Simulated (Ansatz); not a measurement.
The system is Ge.

```xyz
4
Lattice="0.0000 2.8857 5.1157 2.6305 0.0000 5.1157 2.6305 2.8857 0.0000" Properties=species:S:1:pos:R:3 pbc="T T T"
Ge    2.6305    4.1929    5.1157
Ge    2.6305    1.5786    5.1157
Ge    2.6305    2.8857    2.2318
Ge    2.6305    2.8857    7.9995
```

This isn't the form of Ge at room conditions, which is diamond.

- Program: Ansatz 0.2.0
- Task: single point
- Functional: PBEsol
- Potentials or basis: Ansatz PAW
- Cutoff: 420 eV (not typed: the program's choice for these potentials)
- k mesh: 7 × 7 × 7
- Occupations: fermi-dirac, width 0.05 eV
- Spin: no spin polarisation

On this cell: pressure -3.5 GPa; largest force 0.043 eV/Å; band gap on the k mesh none (metal or under the smearing width).

The same run follows on a disturbed copy (atoms moved at random, drawn with an rms of 0.05 Å):

```
Ge
1.0
     0.00000    2.88574    5.11566
     2.63050    0.00000    5.11566
     2.63050    2.88574    0.00000
Ge
4
Direct
  0.73273 0.27100 0.72345
  0.29121 0.71628 0.26493
  0.22282 0.20828 0.78453
  0.78985 0.77446 0.21191
```

What changes?

The energy (extrapolated to zero smearing) moves by +2.0 meV/atom; pressure -3.4 GPa; largest force 0.182 eV/Å; band gap on the k mesh none (metal or under the smearing width).

Forces on the atoms (eV/Å):
```
Ge  -0.140  0.003 -0.075
Ge   0.144  0.002 -0.101
Ge  -0.055 -0.023  0.173
Ge   0.051  0.017  0.003
```

Stress tensor (GPa, compression positive):
```
-4.09 -0.01  0.03
-0.01 -2.79 -0.15
 0.03 -0.15 -3.21
```

Caveats: the PAW data sets come from PBE, with cores solved anew for the run's functional, which leaves a small shift of forces and pressure.
